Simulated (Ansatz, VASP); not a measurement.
**Two plane-wave programs on Rh**

File INCAR:

```
SYSTEM = Rh
PREC = Accurate ; ENCUT = 520
EDIFF = 1E-7 ; ISMEAR = 0
SIGMA = 0.15 ; LREAL = .False.
LASPH = .True. ; NELM = 100
ALGO = Fast ; ISIF = 2
LWAVE = .False. ; LCHARG = .False.
GGA = PE ; NBANDS = 14
```

File KPOINTS:

```
regular mesh
0
Gamma
  22 22 22
  0 0 0
```

File POSCAR:

```
Rh
1.0
    0.0000000000      2.2348639774      1.4061764146
    2.2348639774      0.0000000000      1.4061764146
    2.2348639774      2.2348639774      0.0000000000
Rh
1
Direct
    0.0000000000      0.0000000000      0.0000000000
```

Input for Ansatz:

```yaml
crystal:
  lattice:
    - [0.0, 2.2348639774, 1.4061764146]
    - [2.2348639774, 0.0, 1.4061764146]
    - [2.2348639774, 2.2348639774, 0.0]
  atoms:
    - { symbol: Rh, position: [0.0, 0.0, 0.0] }
basis:
  ecutwfc: 420
kpoints:
  mp_grid: { grid: [22, 22, 22] }
hamiltonian:
  xc: pbe
  pseudopotentials: { kind: paw, azcp: { folder: soft_1 } }
scf:
  occupations: { method: gaussian, width: 0.15 }
output:
  forces: true
  stress: true
  eigenvalues: true
```

Alike in both runs: task single point; functional PBE; k mesh 22 × 22 × 22; occupations gaussian, width 0.15 eV; no spin polarisation.

|  | VASP | Ansatz |
| --- | --- | --- |
| version | VASP 6.6.1 | Ansatz 0.2.0 |
| potentials or method | VASP PAW PBE potentials, release 64 (Rh_pv) | scalar-relativistic, plane waves, PAW |
| plane-wave cutoff (eV) | 520 | 420 |
| valence electrons in the cell | 15 | 17 |

Ansatz gave:

- gap on the k mesh at the Fermi level (eV): none
- pressure (GPa): 6.1
- largest component of the traceless stress (GPa): 11.38

Problem. What did VASP give for the same quantities?

Solution. gap on the k mesh at the Fermi level (eV): none; pressure (GPa): 6.2; largest component of the traceless stress (GPa): 11.27.

A gap of «none» marks a metal or a gap that the smearing closes. With one functional, cell and mesh, what is left measures potentials, basis and numerics. The two sets of potentials don't hold the same shells in valence.
